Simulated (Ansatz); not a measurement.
# Si: a tetragonal deformation path

The task here is to estimate one member of a computed series from the others.

Program: Ansatz 0.2.0. Level of theory: DFT r2SCAN, scalar-relativistic, plane waves, PAW. These are calculated values, not measurements.

### Starting point

The structure is tetragonal, space group I4/mmm (No. 139). The conventional cell has a = 3.254 Å, b = 3.254 Å, c = 2.641 Å, α = 90.00°, β = 90.00°, γ = 90.00°. Si (site symmetry 4/mmm) has 10 Si at 2.64 to 2.65 Å as nearest neighbours.

Structure file:

```
CELL_PARAMETERS angstrom
-1.62691 1.62691 1.32033
1.62691 -1.62691 1.32033
1.62691 1.62691 -1.32033
ATOMIC_POSITIONS crystal
Si 0.00000 0.00000 0.00000
```

It goes back to an entry of the Materials Project, which need not be the stable form.

The cell is taken as given, not relaxed at this level.

### The reference cell

Reference values: F = -638.3967 eV; pressure -0.07 GPa; largest force 0.000 eV/Å; gap on the mesh none (metal). It was computed beforehand with the settings of the runs below.

Set-up of the first run:

At fixed volume and fractional coordinates, lengths along (0.000, 0.000, 1.000) are scaled against those across it; ρ is that ratio over its starting value.

input.yaml reads:

```yaml
crystal:
  lattice:
    - [-1.7174807157, 1.7174807157, 1.1847545694]
    - [1.7174807157, -1.7174807157, 1.1847545694]
    - [1.7174807157, 1.7174807157, -1.1847545694]
  atoms:
    - { symbol: Si, position: [0.0, 0.0, 0.0] }
basis:
  ecutwfc: 500
kpoints:
  mp_grid: { grid: [26, 26, 26] }
hamiltonian:
  xc: r2scan
scf:
  occupations: { method: gaussian, width: 0.15 }
output:
  forces: true
  stress: true
  eigenvalues: true
```

The run is started by

```sh
> ansatz run input.yaml --threads 1 --pin off --max-ram 2560MiB --backend cpu --events-out ev --progress --plain --runs-dir out
```

Steps of the session up to this table: Point ρ = 0.850; Point ρ = 1.200; At ρ = 0.920; ρ = 1.100; At ρ = 0.960; ρ = 1.050; At ρ = 0.800; ρ = 1.300.

One table of the session follows, with a row left open; its other results are not shown here.

| ρ | ΔE (meV/atom) | pressure (GPa) |
| --- | --- | --- |
| 0.800 | 127.1 | 9.2 |
| 0.850 | 44.4 | 4.7 |
| 0.920 | ? | ? |
| 0.960 | -4.1 | 0.3 |
| 1.000 | 0.0 | -0.1 |
| 1.050 | 12.3 | -0.1 |
| 1.100 | 28.6 | 0.2 |
| 1.200 | 58.9 | 1.0 |
| 1.300 | 55.4 | 0.8 |

Q: Estimate the row for ρ = 0.920 from the others.

Worked estimate for «ΔE (meV/atom)». A straight line through the neighbours (0.850, 44.4) and (0.960, -4.1) gives 44.4 + (-4.1 − 44.4) × (0.920 − 0.850) / (0.960 − 0.850) = 13.5; a parabola fitted to 4 rows on both sides gives -5.1.

**Answer.** ΔE (meV/atom): 0.3; pressure (GPa): 1.4. In «ΔE (meV/atom)» the line misses by +13.2 and the parabola by -5.4.
